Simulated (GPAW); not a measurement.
Crystal: Mn3Si.

```
CELL_PARAMETERS angstrom
0.00000 2.86100 2.86100
2.86100 0.00000 2.86100
2.86100 2.86100 0.00000
ATOMIC_POSITIONS crystal
Mn 0.75000 0.75000 0.75000
Mn 0.25000 0.25000 0.25000
Mn 0.50000 0.50000 0.50000
Si 0.00000 0.00000 0.00000
```

- Program: GPAW 26.7.0
- Task: relaxation of cell and atoms
- Functional: PBEsol
- Dispersion: D3(BJ)+ATM
- Potentials or basis: PAW data sets generated in the run's folder for this functional
- Cutoff: 600 eV
- Basis: pw
- k mesh: 6 × 6 × 6
- Occupations: fermi-dirac, width 0.05 eV
- Spin: collinear spin, ferromagnetic start
- Starting moments: [4.0, 4.0, 4.0, 0.0] μB

At the start: pressure -18.5 GPa; volume 11.71 Å³/atom.

Task: How do energy, volume and symmetry change on relaxing?

Result: Over 4 steps the energy falls by 65.0 meV/atom and the volume is 10.68 Å³/atom (-8.8 %); space group Fm-3m (No. 225, to 0.05 Å); moment 1.09 μB per cell.

The path:
```
step  energy change (eV)  largest force (eV/Å)  pressure (GPa)  volume (Å³)
   1              0.0000                0.0000          -18.48        46.84
   2             -0.0722                0.0000          -16.14        46.16
   3             -0.2557                0.0000            2.61        42.22
   4             -0.2600                0.0000           -0.27        42.71
```

Final structure:
```
Mn Si
1.0
     0.00000    2.77433    2.77433
     2.77433    0.00000    2.77433
     2.77433    2.77433    0.00000
Mn Si
3 1
Cartesian
  4.1615 4.1615 4.1615
  1.3872 1.3872 1.3872
  2.7743 2.7743 2.7743
  0.0000 0.0000 0.0000
```

Caveat: each step starts from the last one's moments, so a moment once lost doesn't come back; later steps reuse the first step's grids; pairwise dispersion overbinds metals, which lowers pressure and volume.
